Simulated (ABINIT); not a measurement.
# GaN (Fm-3m) in ABINIT: single point with PBE

Aim: the single point of GaN with PBE.

All numbers are computed with ABINIT 10.8.3 (patched build); they aren't measurements. Logs are shortened: lines on timing, memory, paths and dates and some standing lists are left out, and cuts for length are marked. The log counts tension as positive stress, the text compression.

## Step 1: Starting point

It takes space group Fm-3m (No. 225, cubic). The conventional cell has a = 4.270 Å, b = 4.270 Å, c = 4.270 Å, α = 90.00°, β = 90.00°, γ = 90.00°. Around Ga (site symmetry m-3m) lie 6 N at 2.14 Å. N (site symmetry m-3m) is surrounded by 6 Ga at 2.14 Å.

Measurements of this composition are mostly on another form, of space group No. 186.

## Step 2: Single point, PBE

run.abi reads:

```
# Pseudopotentials
pp_dirpath "./"
pseudos "Ga.GGA_PBE-JTH.xml, N.GGA_PBE-JTH.xml"

# Structure
acell 5.7063649636 5.7063649636 5.7063649636
rprim
     0.0000000000     0.7071067812     0.7071067812
     0.7071067812     0.0000000000     0.7071067812
     0.7071067812     0.7071067812     0.0000000000
ntypat 2
znucl 31 7
natom 2
typat 1 2
xcart
     0.0000000000     0.0000000000     0.0000000000
     4.0350093617     4.0350093617     4.0350093617

# Plane-wave basis
ecut 598.650497 eV
pawecutdg 44.0
pawxcdev 0

# k points
kptopt 1
ngkpt 8 8 8
nshiftk 1
shiftk 0.0 0.0 0.0

# Exchange and correlation
ixc 11

# Bands and occupations
nband 13
occopt 3
tsmear 0.05 eV

# SCF cycle
nstep 100
tolvrs 1.0e-9

# Output
iomode 3
prtwf 0
prtden 0
prteig 0
prtebands 0
enunit 2
```

Potentials or basis: JTH PAW PBE v2.0.

Started as:

```bash
abinit run.abi > log 2>&1
```

run.abo:

```text
.Version 10.8.3 of ABINIT
 Symmetries : space group Fm -3 m (#225); Bravais cF (face-center cubic)
================================================================================
 Values of the parameters that define the memory need of the present run
     intxc =       0    ionmov =       0      iscf =      17    lmnmax =      18
     lnmax =       6     mgfft =      27  mpssoang =       3    mqgrid =    3001
     natom =       2  nloc_mem =       2    nspden =       1   nspinor =       1
    nsppol =       1      nsym =      48    n1xccc =       1    ntypat =       2
    occopt =       3   xclevel =       2
       mpw =         660          nfft =       19683          nkpt =          29
 PAW method is used; the additional fine FFT grid is defined by:
   mgfftf=        36    nfftf =     46656
================================================================================
================================================================================

--------------------------------------------------------------------------------
------------- Echo of variables that govern the present computation ------------
--------------------------------------------------------------------------------
 -outvars: echo values of preprocessed input variables --------
            acell      5.7063649636E+00  5.7063649636E+00  5.7063649636E+00 Bohr
              amu      6.97230000E+01  1.40067400E+01
             ecut      2.20000000E+01 Hartree
           enunit           2
              ixc          11
         kptrlatt        8    0    0      0    8    0      0    0    8
          kptrlen      4.56509197E+01
            natom           2
            nband          13
            ngfft          27      27      27
          ngfftdg          36      36      36
             nkpt          29
            nstep         100
             nsym          48
           ntypat           2
           occopt           3
        pawecutdg      4.40000000E+01 Hartree
         pawxcdev           0
           prtden           0
        prtebands           0
           prteig           0
            prtwf           0
            rprim      0.0000000000E+00  7.0710678120E-01  7.0710678120E-01
                       7.0710678120E-01  0.0000000000E+00  7.0710678120E-01
                       7.0710678120E-01  7.0710678120E-01  0.0000000000E+00
          spgroup         225
           tolvrs      1.00000000E-09
           tsmear      1.83746611E-03 Hartree
            typat      1  2
           useylm           1
           xangst      0.0000000000E+00  0.0000000000E+00  0.0000000000E+00
                       2.1352349986E+00  2.1352349986E+00  2.1352349986E+00
            xcart      0.0000000000E+00  0.0000000000E+00  0.0000000000E+00
                       4.0350093618E+00  4.0350093618E+00  4.0350093618E+00
             xred      0.0000000000E+00  0.0000000000E+00  0.0000000000E+00
                       5.0000000000E-01  5.0000000000E-01  5.0000000000E-01
[... 137 lines left out ...]
 cartesian forces (hartree/bohr) at end:
    1     -0.00000000000000    -0.00000000000000    -0.00000000000000
    2     -0.00000000000000    -0.00000000000000    -0.00000000000000
 frms,max,avg= 0.0000000E+00 0.0000000E+00   0.000E+00  0.000E+00  0.000E+00 h/b

 cartesian forces (eV/Angstrom) at end:
    1     -0.00000000000000    -0.00000000000000    -0.00000000000000
    2     -0.00000000000000    -0.00000000000000    -0.00000000000000
 frms,max,avg= 0.0000000E+00 0.0000000E+00   0.000E+00  0.000E+00  0.000E+00 e/A
 length scales=  5.706364963600  5.706364963600  5.706364963600 bohr
              =  3.019678293784  3.019678293784  3.019678293784 angstroms
 Fermi (or HOMO) energy (hartree) =   0.30551   Average Vxc (hartree)=  -0.43430
 Eigenvalues (hartree) for nkpt=  29  k points:
 kpt#   1, nband= 13, wtk=  0.00195, kpt=  0.0000  0.0000  0.0000 (reduced coord)
  -0.32841   -0.21820   -0.21820   -0.21820   -0.21482   -0.21482    0.27865    0.27865
   0.27865    0.36560    0.82759    0.82759    0.82759
      occupation numbers for kpt#   1
   2.00000    2.00000    2.00000    2.00000    2.00000    2.00000    2.00000    2.00000
   2.00000    0.00000    0.00000    0.00000    0.00000
 prteigrs : prtvol=0 or 1, do not print more k-points.

 Fermi (or HOMO) energy (eV) =   8.31340   Average Vxc (eV)= -11.81792
 Eigenvalues (   eV  ) for nkpt=  29  k points:
 kpt#   1, nband= 13, wtk=  0.00195, kpt=  0.0000  0.0000  0.0000 (reduced coord)
  -8.93647   -5.93744   -5.93744   -5.93744   -5.84546   -5.84546    7.58259    7.58259
   7.58259    9.94856   22.51993   22.51993   22.51993
 prteigrs : prtvol=0 or 1, do not print more k-points.

--- !EnergyTerms
iteration_state     : {dtset: 1, }
comment             : Components of total free energy in Hartree
kinetic             :  1.08710510739641E+01
hartree             :  1.95512158405463E+01
xc                  : -4.31939376447167E+00
Ewald energy        : -6.38863770168277E+01
psp_core            :  3.65935427080278E+00
local_psp           : -5.60675493031649E+01
PAW spherical_terms :  1.08807739591336E+00
internal            : -8.91036215032376E+01
'-kT*entropy'       : -1.03981908736823E-05
total_energy        : -8.91036319014285E+01
total_energy_eV     : -2.42463334358949E+03
...

--- !EnergyTermsDC
iteration_state     : {dtset: 1, }
comment             : '"Double-counting" decomposition of free energy'
band_energy         : -1.58644588893785E+00
Ewald energy        : -6.38863770168277E+01
psp_core            :  3.65935427080278E+00
xc_dc               : -1.86291857437151E+01
PAW spherical_terms : -8.66096764911739E+00
internal            : -8.91036220277952E+01
'-kT*entropy'       : -1.03981908736823E-05
total_energy_dc     : -8.91036324259861E+01
total_energy_dc_eV  : -2.42463335786343E+03
...

--- !EnergyTermsWithPAWCore
iteration_state     : {dtset: 1, }
comment             : 'Components of total free energy, including PAW core contributions'
Total energy        : -1.99880099416338E+03
Total energy DC     : -1.99880099468794E+03
Total energy (eV)   : -5.43901458810306E+04
Total energy DC (eV): -5.43901458953046E+04
...

 Cartesian components of stress tensor (hartree/bohr^3)
  sigma(1 1)=  6.25550130E-05  sigma(3 2)=  0.00000000E+00
  sigma(2 2)=  6.25550130E-05  sigma(3 1)=  0.00000000E+00
  sigma(3 3)=  6.25550130E-05  sigma(2 1)=  0.00000000E+00

-Cartesian components of stress tensor (GPa)         [Pressure= -1.8404E+00 GPa]
- sigma(1 1)=  1.84043202E+00  sigma(3 2)=  0.00000000E+00
- sigma(2 2)=  1.84043202E+00  sigma(3 1)=  0.00000000E+00
- sigma(3 3)=  1.84043202E+00  sigma(2 1)=  0.00000000E+00

== END DATASET(S) ==============================================================
================================================================================

 -outvars: echo values of variables after computation  --------
            acell      5.7063649636E+00  5.7063649636E+00  5.7063649636E+00 Bohr
           etotal     -8.9103632426E+01
            fcart     -0.0000000000E+00 -0.0000000000E+00 -0.0000000000E+00
                      -0.0000000000E+00 -0.0000000000E+00 -0.0000000000E+00
            rprim      0.0000000000E+00  7.0710678120E-01  7.0710678120E-01
                       7.0710678120E-01  0.0000000000E+00  7.0710678120E-01
                       7.0710678120E-01  7.0710678120E-01  0.0000000000E+00
           strten      6.2555012976E-05  6.2555012976E-05  6.2555012976E-05
                       0.0000000000E+00  0.0000000000E+00  0.0000000000E+00
           xangst      0.0000000000E+00  0.0000000000E+00  0.0000000000E+00
                       2.1352349986E+00  2.1352349986E+00  2.1352349986E+00
             xred      0.0000000000E+00  0.0000000000E+00  0.0000000000E+00
                       5.0000000000E-01  5.0000000000E-01  5.0000000000E-01
 Calculation completed.
```

Wall time 9.5 s (1 thread of Intel Xeon Platinum 8488C (Sapphire Rapids), shared host); peak memory 0.09 GiB.

What came out:

- Free energy: -2424.6334 eV
- Band gap on the k mesh: 0.42 eV, indirect (least direct gap 2.37 eV)
- Valence electrons inside the program's atomic spheres: Ga 11.00; N 2.54

Levels at points of the mesh, in eV from the valence-band top:
```
           k point  band 7  band 8  band 9  band 10  band 11  band 12
(0.00, 0.00, 0.00)   -0.47   -0.47   -0.47     1.90    14.47    14.47
(0.50, 0.00, 0.00)   -8.07   -0.15   -0.15     4.58     8.94     8.94
(0.50, 0.50, 0.00)   -6.87   -2.91   -2.91     0.42     7.79    11.65
```

Caveat: the cutoff is too short for stress, so the log's stress isn't used. Expect the measured gap to be larger: semilocal functionals such as PBE lack the derivative discontinuity.
